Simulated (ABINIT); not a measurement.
Runs of ABINIT 10.8.3 (patched build) on MnO. The structure is cubic, space group Fm-3m (No. 225). Conventional cell: a = 4.448 Å, b = 4.448 Å, c = 4.448 Å, α = 90.00°, β = 90.00°, γ = 90.00°. Mn (site symmetry m-3m) has 6 O at 2.22 Å as nearest neighbours. O (site symmetry m-3m) is surrounded by 6 Mn at 2.22 Å. The cell is a database's computed one.

```csv
task,level,potentials or basis,k mesh,cutoff (eV),fine-grid cutoff,most SCF steps,mesh quality,gap on the mesh (eV),moment (μB)
band structure,LDA,JTH PAW LDA v2.0,10 × 10 × 10,626,1224.51 eV,-,not flagged,none,4.59
single point,PBEsol,JTH PAW PBE v2.0,6 × 6 × 6,626,1224.51 eV,-,coarse,none,4.71
single point,PBEsol,JTH PAW PBE v2.0,8 × 8 × 8,626,1224.51 eV,-,not flagged,none,(b)
single point,PBE0,PseudoDojo NC SR PBE v0.4.1 standard,3 × 3 × 3,1252,-,60,coarse,2.66,5.00
single point,PBE,JTH PAW PBE v2.0,8 × 8 × 8,626,1224.51 eV,-,not flagged,none,(a)
```

Alike in all rows: spin collinear, ferromagnetic start; cell as given; smearing fermi-dirac 0.05 eV.

Q: Estimate the missing entries.

A: (a) 4.78; (b) 4.73.

Caveats: some runs use coarse meshes; a cell with one magnetic atom can't hold antiferromagnetic order, which such compounds often take; semilocal functionals often make such compounds metallic where correlation or magnetic order opens a gap, which also shifts bond lengths (some runs); exact exchange is summed on a coarse mesh, which widens gaps by tenths of an eV (some runs); an odd mesh through Γ misses points on the zone boundary, where band edges often lie (some runs).

A gap of «none» marks a metal or a gap under the smearing width.

Not every run made on this cell is shown here.
